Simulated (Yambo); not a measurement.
# SiC (Moissanite 3C) (F-43m) in Yambo: notebook, part 2 of 2

Yambo 5.3.0.

## (3) Optical spectrum, PBE, non-collinear spin, zero start, spin-orbit coupling

Input file optics1.in:

```
optics
chi
Chimod= "HARTREE"
% BndsRnXd
 1 | 58 |
%
NGsBlkXd= 3 Ry
% LongDrXd
 1 | 0 | 0 |
%
% QpntsRXd
 1 | 1 |
%
% EnRngeXd
 0 | 20 | eV
%
% DmRngeXd
 0.1 | 0.1 | eV
%
ETStpsXd= 200
```

Input file scf.in:

```
&CONTROL
  calculation = 'scf'
  prefix = 'pwscf'
  outdir = './tmp'
  pseudo_dir = './pseudo'
/
&SYSTEM
  ibrav = 0
  nat = 2
  ntyp = 2
  ecutwfc = 82
  nbnd = 18
  occupations = 'smearing'
  smearing = 'fd'
  degauss = 0.00367493
  noncolin = .true.
  lspinorb = .true.
  force_symmorphic = .true.
/
&ELECTRONS
  conv_thr = 4d-10
  electron_maxstep = 120
  mixing_beta = 0.5
/
ATOMIC_SPECIES
Si    28.0850 Si.upf
C     12.0110 C.upf
CELL_PARAMETERS angstrom
   0.0000000000    2.1790000000    2.1790000000
   2.1790000000    0.0000000000    2.1790000000
   2.1790000000    2.1790000000    0.0000000000
ATOMIC_POSITIONS crystal
Si     0.0000000000    0.0000000000    0.0000000000
C      0.7500000000    0.7500000000    0.7500000000
K_POINTS automatic
10 10 10 0 0 0
```

Input file nscf.in:

```
&CONTROL
  calculation = 'nscf'
  prefix = 'pwscf'
  outdir = './tmp'
  pseudo_dir = './pseudo'
/
&SYSTEM
  ibrav = 0
  nat = 2
  ntyp = 2
  ecutwfc = 82
  nbnd = 248
  occupations = 'fixed'
  noncolin = .true.
  lspinorb = .true.
  force_symmorphic = .true.
/
&ELECTRONS
  conv_thr = 1d-08
  diago_full_acc = .true.
  diago_thr_init = 1d-06
/
ATOMIC_SPECIES
Si    28.0850 Si.upf
C     12.0110 C.upf
CELL_PARAMETERS angstrom
   0.0000000000    2.1790000000    2.1790000000
   2.1790000000    0.0000000000    2.1790000000
   2.1790000000    2.1790000000    0.0000000000
ATOMIC_POSITIONS crystal
Si     0.0000000000    0.0000000000    0.0000000000
C      0.7500000000    0.7500000000    0.7500000000
K_POINTS automatic
6 6 6 0 0 0
```

Potentials or basis: PseudoDojo 0.4 FR PBE standard.

Run with:

```sh
> OMP_NUM_THREADS=1 pw.x -in scf.in > scf.out
> OMP_NUM_THREADS=1 pw.x -in nscf.in > nscf.out
> cd tmp/pwscf.save; p2y; mv SAVE ../..; cd ../..
> OMP_NUM_THREADS=1 yambo
> OMP_NUM_THREADS=1 yambo -F optics1.in -J optics1 -C optics1_out
```

Yambo's report:

```text
[... sections 02.01 to 02.04 as in the set-up run ...]

  [02.05] Energies & Occupations
  ==============================

  [X] === General ===
  [X] Electronic Temperature                        :  0.000000  0.000000 [eV K]
  [X] Bosonic    Temperature                        :  0.000000  0.000000 [eV K]
  [X] Finite Temperature mode                       : no
  [X] El. density                                   :  0.38662E+24 [cm-3]
  [X] Fermi Level                                   :  9.500366 [eV]

  [X] === Gaps and Widths ===
  [X] Conduction Band Min                           :  1.357813 [eV]
  [X] Valence Band Max                              :  0.000000 [eV]
  [X] Filled Bands                                  :   8
  [X] Empty Bands                                   :    9  248
  [X] Direct Gap                                    :  4.546776 [eV]
  [X] Direct Gap localized at k                     :  13
  [X] Indirect Gap                                  :  1.357813 [eV]
  [X] Indirect Gap between kpts                     :   1  13
  [X] Last valence band width                       :  4.382486 [eV]
  [X] 1st conduction band width                     :  5.666468 [eV]

 [03] Transferred momenta grid and indexing
 ==========================================

 IBZ Q-points                                      :  16
 BZ  Q-points                                      :  216

 K/Q-points units:
 rlu = crystal or reduced units; cc = cartesian coordinates; iku = interal k-units

 Q [ 1]         [rlu]:  0.000000  0.000000  0.000000
 Q [ 2]         [rlu]:  0.16734E-16  0.16734E-16  0.16667
 Q [ 3]         [rlu]:  0.33468E-16  0.33468E-16  0.33333
 Q [ 4]         [rlu]:  0.17304E-16  0.17304E-16 -0.50000
 Q [ 5]         [rlu]:  0.19763E-16  0.16667      0.16667
 Q [ 6]         [rlu]:  0.28560E-17  0.16667      0.33333
 Q [ 7]         [rlu]: -0.47957E-17  0.16667      0.50000
 Q [ 8]         [rlu]: -0.19076E-16  0.16667     -0.33333
 Q [ 9]         [rlu]: -0.57120E-17  0.16667     -0.16667
 Q [10]         [rlu]:  0.31459E-17  0.33333      0.33333
 Q [11]         [rlu]:  0.39235E-16  0.33333      0.50000
 Q [12]         [rlu]:  0.78583E-16  0.33333     -0.33333
 Q [13]         [rlu]: -0.47188E-17 -0.50000     -0.50000
 Q [14]         [rlu]:  0.166667  0.333333  0.500000
 Q [15]         [rlu]:  0.166667  0.333333 -0.333333
 Q [16]         [rlu]:  0.166667 -0.500000 -0.333333

 [WARNING] [Xd] User bands 1-58 break level degeneracy

 [04] Dipoles
 ============

  [04.01] Setup: observables and procedures
  =========================================

  [WF-Oscillators/G space/Transverse up loader] Normalization (few states)  min/max  :  0.19296E-16   1.0000

  [WR./optics1//ndb.dipoles]------------------------------------------------------
   Brillouin Zone Q/K grids (IBZ/BZ)                :   16  216   16  216
   RL vectors                                       :  2397 [WF]
   Fragmentation                                    : yes
   Electronic Temperature                           :  0.000000 [K]
   Bosonic    Temperature                           :  0.000000 [K]
   DIP band range                                   :    1   58
   DIP band range limits                            :   8   9
   DIP e/h energy range                             : -1.000000 -1.000000 [eV]
   RL vectors in the sum                            :  2397
   [r,Vnl] included                                 : yes
   Bands ordered                                    : yes
   Direct v evaluation                              : no
   Approach used                                    : G-space v
   Dipoles computed                                 : R V P [G-space]
   Wavefunctions                                    : Perdew, Burke & Ernzerhof(X)+Perdew, Burke & Ernzerhof(C)

  [WARNING] [r,Vnl^pseudo] included in position and velocity dipoles.

  [WARNING] In case H contains other non local terms, these are neglected

 [05] Optics
 ===========

 [X-CG] R(p) Tot o/o(of R):    3672   86400     100
```

Wall time 3.1 min (1 thread of Arm Neoverse V2, shared host); peak memory 0.46 GiB.

Results:

```yaml
Band_gap_on_the_k_mesh_mean-field_level: 1.36 eV, indirect (least direct gap 4.55 eV)
Electronic_dielectric_constant_along_the_field: 7.23
Electronic_dielectric_constant_along_the_field_independent_particles: 7.73
```

Dielectric function (along the field direction of the input):
```tsv
energy (eV)	real part	imaginary part
0.30	7.24	0.08
1.31	7.45	0.09
2.31	8.02	0.13
3.32	9.21	0.21
4.42	13.82	2.06
5.43	20.70	12.71
6.43	25.92	14.98
7.54	-2.60	7.04
8.54	-6.16	13.18
9.55	-2.21	7.68
10.65	1.07	8.64
11.66	-4.11	6.63
12.66	-3.21	2.16
13.77	-2.06	1.39
14.77	-1.49	1.03
15.78	-1.44	0.93
16.88	-1.20	0.60
17.89	-0.71	0.83
18.89	-0.57	0.37
20.00	-0.25	0.28
```

Caveat: the optical matrix elements of this version leave out the spin-flip part of the nonlocal potential, a small error; spectra need much finer meshes, so this one isn't converged; these spectra lack excitons.

## (4) Optical spectrum by the Bethe-Salpeter equation, PBE, non-collinear spin, zero start, spin-orbit coupling

Input file bse2.in:

```
optics
bse
bss
rim_cut
em1s
RandQpts= 1000000
RandGvec= 50 RL
Chimod= "HARTREE"
% BndsRnXs
 1 | 58 |
%
NGsBlkXs= 5 Ry
% LongDrXs
 1 | 0 | 0 |
%
BSKmod= "SEX"
BSEmod= "retarded"
BSSmod= "d"
% BSEQptR
 1 | 1 |
%
% BSEBands
 5 | 12 |
%
BSENGexx= 20 Ry
BSENGBlk= 5 Ry
% BEnRange
 0 | 20 | eV
%
% BDmRange
 0.1 | 0.1 | eV
%
BEnSteps= 200
% BLongDir
 1 | 0 | 0 |
%
BSEprop= "abs"
WRbsWF
% KfnQP_E
 1.07 | 1.0 | 1.0 |
%
```

scf.in is that of step 3.

nscf.in is that of step 3.

Potentials or basis: PseudoDojo 0.4 FR PBE standard.

Run with:

```sh
> OMP_NUM_THREADS=1 pw.x -in scf.in > scf.out
> OMP_NUM_THREADS=1 pw.x -in nscf.in > nscf.out
> cd tmp/pwscf.save; p2y; mv SAVE ../..; cd ../..
> OMP_NUM_THREADS=1 yambo
> mkdir -p bse2; ln -s $PWD/g0w00/ndb.RIM bse2/
> OMP_NUM_THREADS=1 yambo -F bse2.in -J bse2 -C bse2_out
> OMP_NUM_THREADS=1 ypp -J bse2 -C bse2_out -e s -b 1
```

Yambo's report:

```text
[... sections 02.01 to 02.04 as in the set-up run ...]

  [02.05] Energies & Occupations
  ==============================

  [X] === General ===
  [X] Electronic Temperature                        :  0.000000  0.000000 [eV K]
  [X] Bosonic    Temperature                        :  0.000000  0.000000 [eV K]
  [X] Finite Temperature mode                       : no
  [X] El. density                                   :  0.38662E+24 [cm-3]
  [X] Fermi Level                                   :  9.500366 [eV]

  [X] === Gaps and Widths ===
  [X] Conduction Band Min                           :  1.357813 [eV]
  [X] Valence Band Max                              :  0.000000 [eV]
  [X] Filled Bands                                  :   8
  [X] Empty Bands                                   :    9  248
  [X] Direct Gap                                    :  4.546776 [eV]
  [X] Direct Gap localized at k                     :  13
  [X] Indirect Gap                                  :  1.357813 [eV]
  [X] Indirect Gap between kpts                     :   1  13
  [X] Last valence band width                       :  4.382486 [eV]
  [X] 1st conduction band width                     :  5.666468 [eV]

 [03] Transferred momenta grid and indexing
 ==========================================

 [BZ sampling] Q-grid is User defined and/or read from the database

 IBZ Q-points                                      :  16
 BZ  Q-points                                      :  216

 K/Q-points units:
[... 283 lines left out ...]
     [SOC] Perturbative SOC                           : no
     [K] Kernel long-range exchange                   : BAR

    [08.01.05.03] Wave-Function Phases
    ==================================

    [BSE] WF phases found       :  54.91536 [o/o]

   [08.01.06] BSE solver(s) @q1
   ============================

   [08.01.07] Diago Solver @q1
   ===========================

   [WR./bse2//ndb.BS_diago_Q1]-----------------------------------------------------
    BS kernel          energies                      : Perdew, Burke & Ernzerhof(X)+Perdew, Burke & Ernzerhof(C)+ user defined corrections @E
    [K] Identifier                                   :   9070
    [K] Dimension                                    :   3456
    [K] Bands                                        :   5  12
    [K] Exchange                                     : yes [res]
    [K] Correlation                                  : yes [res]
    [K] Kernel`s coupling                            : no
    [K] Exchange                                     : no [cpl]
    [K] Correlation                                  : no [cpl]
    [K] W interaction is bare                        : no
    [K] ALDA kernel in R-space                       : no
    [K] RL vectors                                   :  229 [exchange]
    [K] RL vectors                                   :   51 [correlation]
    [K] E/h energy range                             : -1.000000 -1.000000 [eV]
    [K] Coupling range                               :  100.0000  100.0000 [o/o]
    [W] Interaction is diagonal                      : no
    [W] Matrix size                                  :   51
    [W] Bands                                        :    1   58
    [W] e/h energy range                             : -1.000000 -1.000000 [eV]
    [W] Poles                                        :  100.0000 [o/o]
    [W] RL vectors in the sum                        :  2397
    [W] [r,Vnl] included                             : yes
    [W] Field direction                              :  0.100000E-4   0.00000      0.00000
    [W] Coulomb Cutoff                               : none
    [W] Hxc Kernel                                   : HARTREE
    [RIM] RL components                              :   51 [col]
    [RIM] Random points                              :  1000000 [col]
    [SOC] Perturbative SOC                           : no
    [K] Kernel long-range exchange                   : BAR
    [BSS] Eigenstates included                       : yes
    [BSS] Field direction                            :  0.100000E-4   0.00000      0.00000
    [BSS] Eigenstates computed                       :   3456
    [BSS] Number of BSE matrices                     :  1
```

o-bse2.eps_q1_diago_bse:

```text
# Absorption @ Q(1):   1.00000000      0.00000000      0.00000000    [q->0 direction]
#
[... 52 lines left out ...]
#
        0.000000           0.000000           6.425097           0.000000           5.791255
        0.100503           0.002361           6.426282           0.001632           5.792075
        0.201005           0.004729           6.429841           0.003268           5.794535
        0.301508           0.007111           6.435784           0.004911           5.798641
        0.402010           0.009513           6.444128           0.006565           5.804402
        0.502513           0.011943           6.454897           0.008235           5.811832
[... 192 lines left out ...]
        19.89950           0.010406           0.143551           0.013125          -0.020786
        20.00000           0.010204           0.153905           0.012850          -0.007737
#
```

Wall time 7.9 min (1 thread of Arm Neoverse V2, shared host); peak memory 0.52 GiB.

What came out:

| Quantity | Value |
| --- | --- |
| Band gap on the k mesh, mean-field level | 1.36 eV, indirect (least direct gap 4.55 eV) |
| Exciton binding energy | 0.33 eV |
| Lowest exciton energy | 5.29 eV |
| Lowest bright exciton energy | 5.29 eV |

Dielectric function (along the field direction of the input):
```tsv
energy (eV)	real part	imaginary part
0.30	6.44	0.01
0.80	6.50	0.02
1.31	6.63	0.03
1.81	6.84	0.05
2.31	7.14	0.07
2.81	7.57	0.10
3.32	8.18	0.15
3.82	9.09	0.22
4.32	10.55	0.38
4.82	13.42	0.92
5.33	13.57	11.84
5.83	25.54	9.17
6.33	-4.60	17.07
6.83	5.91	21.16
7.34	-17.13	19.98
7.84	-8.78	4.20
8.34	-4.83	5.59
8.84	-4.63	5.40
9.35	-5.17	2.86
9.85	-5.76	3.62
10.35	-4.94	2.18
10.85	-2.44	1.57
11.36	-3.61	3.61
11.86	-3.82	1.31
12.36	-2.62	0.88
12.86	-2.41	0.26
13.37	-1.72	0.17
13.87	-1.37	0.07
14.37	-1.08	0.05
14.87	-0.86	0.04
15.38	-0.66	0.04
15.88	-0.55	0.03
16.38	-0.41	0.02
16.88	-0.30	0.02
17.39	-0.20	0.02
17.89	-0.12	0.02
18.39	-0.04	0.01
18.89	0.03	0.01
19.40	0.09	0.01
20.00	0.15	0.01
```

Lowest exciton energies (eV): 5.29, 5.29, 5.29, 5.29, 5.29, 5.29, 5.29, 5.29

Excitons:
| energy (eV) | strength (relative to the strongest) |
| --- | --- |
| 5.289 | 3e-09 |
| 5.290 | 0.0093 |
| 5.290 | 3.4e-06 |
| 5.290 | 1.4e-05 |
| 5.293 | 1e-08 |
| 5.293 | 0.00011 |
| 5.294 | 4.3e-09 |
| 5.294 | 4.1e-09 |
| 5.294 | 8.7e-10 |
| 5.298 | 0.039 |
| 5.298 | 0.011 |
| 5.298 | 0.0074 |

Caveat: the optical matrix elements of this version leave out the spin-flip part of the nonlocal potential, a small error; the scissor is the correction of the direct gap in an earlier G0W0 run on the same states; exciton energies and binding change strongly with the k mesh and aren't converged on this one; spectra need much finer meshes, so this one isn't converged.

## (5) Against experiment

Step 2. Measured gap of SiC: 2.4 eV (indirect; quoted in “Insight into the structural, elastic and electronic properties of a new orthorhombic 6O-SiC polytype”, 2020, pmc:7200658). This calculation gives 2.14 eV (-0.26 eV). The value is that of G0W0 on PBE, without temperature or zero-point motion.

Step 3. A measured gap of SiC is 2.4 eV (indirect; quoted in “Insight into the structural, elastic and electronic properties of a new orthorhombic 6O-SiC polytype”, 2020, pmc:7200658); the calculated 1.36 eV misses it by -1.04 eV. The value is that of PBE on a finite k mesh, which can miss the band edges, without temperature or zero-point motion. Semilocal functionals fall short of measured gaps as a rule.

Step 4. Against the measured gap of SiC, 2.4 eV (indirect; quoted in “Insight into the structural, elastic and electronic properties of a new orthorhombic 6O-SiC polytype”, 2020, pmc:7200658), the calculated 1.36 eV is off by -1.04 eV. The value is that of PBE on a finite k mesh, which can miss the band edges, without temperature or zero-point motion. Semilocal functionals fall short of measured gaps as a rule.
